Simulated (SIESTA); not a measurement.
Sb under changes of volume

One of the cells (26.654 Å³/atom); the others are scaled copies at fixed shape and fractional positions:

```
Sb
1.0
     3.35453    0.00000    0.00000
    -1.67727    2.90511    0.00000
     0.00000    0.00000    5.47016
Sb
2
Cartesian
  1.6773 0.9684 4.1026
  0.0000 1.9367 1.3675
```

This isn't the form of Sb at room conditions, which is rhombohedral.

| Property | Result |
| --- | --- |
| Program | SIESTA 5.4.2 |
| Functional | LDA |
| Potentials or basis | PseudoDojo 0.4 standard (LDA files) |
| Basis | DZP (energy shift 0.003 Ry; two zetas on semicore shells) |
| Grid cutoff | 500 Ry |
| Energy shift | 0.003 Ry |
| k mesh | 9 × 9 × 5 |
| Occupations | fermi-dirac, width 0.05 eV |
| Spin | no spin polarisation |

```tsv
volume (Å³/atom)	energy over the lowest point (meV/atom)	pressure (GPa)
25.055	?	?
25.588	3.61	2.0
26.121	0.00	0.4
26.654	0.98	-0.9
27.187	6.16	-2.2
27.720	15.33	-3.3
28.253	28.18	-4.4
```

Question: What does the run at 25.055 Å³/atom give?

Answer: Energy over the lowest point 12.62 meV/atom; pressure 3.7 GPa.

Worked out: A Birch-Murnaghan fit of order 3 (a polynomial in V^(-2/3)) to the other rows has its minimum at 26.27 Å³/atom with B0 = V·E''(V) = 66 GPa (rough, since the energies scatter) at fixed shape and positions, which overstates the stiffness. It gives 12.08 meV/atom at 25.055 Å³/atom, against the run's 12.62, and -dE/dV = 3.3 GPa, against 3.7.

Energies are extrapolated to zero smearing.

Caveats: the basis of atomic orbitals isn't converged, which shifts pressures, moduli and gaps.
